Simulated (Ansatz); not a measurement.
## O under changes of volume

One of the cells (11.066 Å³/atom); the others are scaled copies at fixed shape and fractional positions:

```
CELL_PARAMETERS angstrom
0.00000 1.88989 3.89884
1.50177 0.00000 3.89884
1.50177 1.88989 0.00000
ATOMIC_POSITIONS crystal
O 0.57890 0.57890 0.42110
O 0.42110 0.42110 0.57890
```

```yaml
Program: Ansatz 0.2.0
Functional: PBE
Potentials_or_basis: Ansatz PAW
Cutoff: "420 eV (not typed: the program's choice for these potentials)"
k_mesh: 12 × 12 × 12
Occupations: fermi-dirac, width 0.05 eV
Spin: no spin polarisation
```

| volume (Å³/atom) | energy over the lowest point (meV/atom) | pressure (GPa) | largest force (eV/Å) |
| --- | --- | --- | --- |
| 10.402 | 7.41 | 5.4 | 0.467 |
| 10.623 | 1.90 | 2.7 | 0.119 |
| 10.844 | 0.00 | 0.2 | 0.664 |
| 11.066 | ? | ? | ? |
| 11.287 | 5.35 | -3.9 | 1.646 |
| 11.508 | 12.17 | -5.7 | 2.088 |
| 11.730 | 21.21 | -7.3 | 2.502 |

**Question.** What does the run at 11.066 Å³/atom give?

**Answer.** Energy over the lowest point 1.21 meV/atom; pressure -2.0 GPa; largest force 1.172 eV/Å.

Worked out: A Birch-Murnaghan fit of order 3 (a polynomial in V^(-2/3)) to the other rows has its minimum at 10.86 Å³/atom with B0 = V·E''(V) = 113 GPa and B' = 4.2 at fixed shape and positions, which overstates the stiffness. It gives 1.25 meV/atom at 11.066 Å³/atom, against the run's 1.21, and -dE/dV = -2.0 GPa, against -2.0.

Energies are extrapolated to zero smearing.

Caveats: spin is off for a triplet molecule; forces of over 1 eV/Å show positions far from the minimum, so gaps and moduli don't describe the material at rest (some runs).
